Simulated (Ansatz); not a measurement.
The system is CuO.

```
Cu O
1.0
     2.30558   -1.72961    0.07281
     2.31576    1.74354    0.04815
    -0.70809   -0.03897    5.12907
Cu O
2 2
Direct
  0.01425 0.47965 0.06043
  0.47088 0.15407 0.47412
  0.56927 0.29603 0.26394
  0.44560 0.57025 0.70150
```

The cell isn't the ideal one: all atoms moved at random, sigma 0.25 Å a component, cell strained at random, sigma 0.03.

Base run:

- Program: Ansatz 0.2.0
- Functional: PBE
- Potentials or basis: Ansatz PAW
- Cutoff: 420 eV (not typed: the program's choice for these potentials)
- k mesh: 10 × 10 × 5
- Occupations: fermi-dirac, width 0.05 eV
- Spin: no spin polarisation
- Hubbard terms: Cu d U = 4 eV

Its results: band gap on the k mesh none (metal or under the smearing width); pressure 99.2 GPa; largest force 42.585 eV/Å.

Question: The run is repeated on the same cell with these changes: hubbard terms from Cu d U = 4 eV to Cu d U = 6 eV. What comes out?

Answer: Band gap on the k mesh none (metal or under the smearing width); pressure 100.4 GPa; largest force 42.842 eV/Å.

Caveats: the cell as given lies far from equilibrium; the run has no spin polarisation, though such a crystal can be magnetic; U without spin polarisation on a metal has little footing; forces of over 1 eV/Å show positions far from the minimum, so gaps and moduli don't describe the material at rest.
